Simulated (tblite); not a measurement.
Species: 1,3-cyclohexadiene, C₆H₈.
SMILES with atom numbers: `[CH:1]1=[CH:2][CH2:3][CH2:4][CH:5]=[CH:6]1` (hydrogens: H7 on C1; H8 on C2; H9, H10 on C3; H11, H12 on C4; H13 on C5; H14 on C6)

Computed with GFN2-xTB (tblite), gas phase: Langevin dynamics at 600 K from the optimised GFN2-xTB geometry, time step 0.5 fs, friction 0.01 fs⁻¹, 2000 steps.

Start geometry:
```
atom  x, y, z in Å
C1      0.912    1.093   -0.629
C2     -0.393    1.292   -0.464
C3     -1.222    0.325    0.330
C4     -0.677   -1.098    0.213
C5      0.819   -1.119    0.337
C6      1.551   -0.090   -0.082
H7      1.528    1.803   -1.162
H8     -0.884    2.178   -0.838
H9     -1.202    0.643    1.381
H10    -2.263    0.355    0.004
H11    -0.943   -1.516   -0.766
H12    -1.133   -1.736    0.973
H13     1.275   -2.021    0.719
H14     2.631   -0.110   -0.037
```

The statistics below take the 31 frames saved every 25 fs from 250 to 1000 fs; their kinetic temperature (all 3N coordinates) averages 579 K.

**Question.** How do the bond lengths spread?

**Answer.** 
| bond | start (Å) | mean (Å) | standard deviation (Å) | shortest (Å) | longest (Å) |
| --- | --- | --- | --- | --- | --- |
| C1=C2 | 1.331 | 1.330 | 0.023 | 1.294 | 1.379 |
| C2–C3 | 1.501 | 1.518 | 0.050 | 1.400 | 1.643 |
| C3–C4 | 1.529 | 1.541 | 0.040 | 1.439 | 1.601 |
| C4–C5 | 1.501 | 1.501 | 0.055 | 1.415 | 1.626 |
| C5=C6 | 1.331 | 1.336 | 0.021 | 1.290 | 1.373 |
| C1–C6 | 1.452 | 1.460 | 0.041 | 1.391 | 1.545 |
| C1–H7 | 1.080 | 1.091 | 0.039 | 1.019 | 1.165 |
| C2–H8 | 1.080 | 1.086 | 0.032 | 1.026 | 1.147 |
| C3–H9 | 1.098 | 1.103 | 0.044 | 1.020 | 1.207 |
| C3–H10 | 1.091 | 1.126 | 0.065 | 1.013 | 1.322 |
| C4–H11 | 1.098 | 1.104 | 0.025 | 1.045 | 1.168 |
| C4–H12 | 1.091 | 1.098 | 0.042 | 0.966 | 1.164 |
| C5–H13 | 1.080 | 1.087 | 0.044 | 0.992 | 1.155 |
| C6–H14 | 1.080 | 1.086 | 0.037 | 1.019 | 1.180 |

**Question.** Give the same statistics for bond angles, one of each kind among heavy atoms.

**Answer.** 
```json
{"angle": "C2–C1–C6", "start (°)": "120.4", "mean (°)": "120.7", "standard deviation (°)": "4.0", "smallest (°)": "111.5", "largest (°)": "129.5"}
{"angle": "C1–C2–C3", "start (°)": "120.8", "mean (°)": "121.2", "standard deviation (°)": "4.8", "smallest (°)": "109.4", "largest (°)": "129.9"}
{"angle": "C2–C3–C4", "start (°)": "111.2", "mean (°)": "112.6", "standard deviation (°)": "5.0", "smallest (°)": "103.9", "largest (°)": "123.7"}
```

**Question.** How far does each atom move about its mean position (frames aligned on the start, all atoms weighted alike), and what rms force does it feel?

**Answer.** 
| atom | rms displacement (Å) | rms force (eV/Å) |
| --- | --- | --- |
| C1 | 0.15 | 2.22 |
| C2 | 0.15 | 2.46 |
| C3 | 0.18 | 3.04 |
| C4 | 0.18 | 2.75 |
| C5 | 0.15 | 2.35 |
| C6 | 0.15 | 2.32 |
| H7 | 0.34 | 1.38 |
| H8 | 0.31 | 1.12 |
| H9 | 0.53 | 1.51 |
| H10 | 0.53 | 1.70 |
| H11 | 0.49 | 1.04 |
| H12 | 0.56 | 1.66 |
| H13 | 0.32 | 1.66 |
| H14 | 0.33 | 1.32 |

The displacements run from 0.15 to 0.56 Å, the largest at H12.

**Question.** How widely does the potential energy scatter, against a harmonic estimate?

**Answer.** Mean 1.03 eV above the start, standard deviation 0.234 eV, range 0.61 to 1.53 eV. For 36 classical harmonic modes at 600 K the canonical values are 36kT/2 = 0.93 eV and kT·√(36/2) = 0.219 eV.

The run is classical and short, so these are rough statistics of one trajectory.

The cost below is that of the whole dynamics run. Time: 6.3 s wall; peak memory 0.18 GiB. Hardware: one thread, Arm Neoverse V2 (aarch64), shared host.
